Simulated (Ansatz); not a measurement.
Take a crystal in which Pd has been replaced by Rh on all its sites, with the cell rescaled by a rough guess (in some cases also distorted within its space group) and nothing relaxed:

```
Rh
1.0
    -1.53809    1.53809    1.53809
     1.53809   -1.53809    1.53809
     1.53809    1.53809   -1.53809
Rh
1
Cartesian
  0.0000 0.0000 0.0000
```

Level of theory: DFT PBEsol, scalar-relativistic, plane waves, PAW in Ansatz.

Plane waves to 420 eV, a k mesh through Γ of 20×20×20 on the computed 1-atom cell and Gaussian smearing (0.10 eV); no spin polarisation.

Task: Will this cell want to expand or contract, and how hard?

Result: The pressure is -11.2 GPa (positive in compression), so the cell would contract.

Task: Is it a metal on this mesh?

Result: Yes, a band crosses the Fermi level.

This bcc form isn't the element's structure at ambient conditions.